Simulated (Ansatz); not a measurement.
Structure: zincblende CdSe, at its r2SCAN minimum. Space group F-43m (No. 216), cubic; a = 6.136 Å in the conventional setting, 28.87 Å³ an atom. Around Cd lie 4 Se at 2.66 Å; around Se lie 4 Cd at 2.66 Å.

```
CELL_PARAMETERS angstrom
0.00000 3.06778 3.06778
3.06778 0.00000 3.06778
3.06778 3.06778 0.00000
ATOMIC_POSITIONS crystal
Cd 0.00000 0.00000 0.00000
Se 0.25000 0.25000 0.25000
```

3 runs of Ansatz 0.2.0 on this cell differ in the functional (and in the settings that go with it). Levels are in eV from each run's valence top; v1 is the last filled band, c1 the first empty one.

Run A, mean stress +0.2 GPa (compression positive):
```tsv
point	v5	v3	v1	c1	c2	c3
Γ	-8.75	0.00	0.00	1.48	6.97	6.97
X	-8.70	-4.22	-1.89	3.99	4.71	10.16
U	-8.73	-4.12	-1.55	4.63	6.15	9.23
L	-8.73	-4.51	-0.76	3.33	7.46	7.46
```

Run B, mean stress +0.1 GPa (compression positive):
```tsv
point	v5	v3	v1	c1	c2	c3
Γ	-8.83	0.00	0.00	2.08	7.66	7.66
X	-8.78	-4.30	-1.93	4.64	5.40	10.87
U	-8.80	-4.20	-1.58	5.30	6.86	9.93
L	-8.81	-4.60	-0.78	3.99	8.15	8.15
```

Run C, mean stress -0.1 GPa (compression positive):
```tsv
point	v5	v3	v1	c1	c2	c3
Γ	-7.75	0.00	0.00	1.04	6.49	6.49
X	-7.69	-3.96	-1.79	3.51	4.14	9.54
U	-7.72	-3.88	-1.46	4.11	5.51	8.67
L	-7.73	-4.26	-0.72	2.84	6.94	6.94
```

Question: Match the runs to r2SCAN, HSE06, PBE0.

Answer: A is HSE06, B is PBE0, C is r2SCAN. In order of the gap: r2SCAN 1.04, HSE06 1.48, PBE0 2.08 eV.

The values are computed, spin-unpolarised, and not measurements.

Spin-orbit coupling is left out.

The program warns that its thresholds are loose for a hybrid's stress.

The meshes of the hybrids are coarse, so their gaps aren't converged to the digits shown.
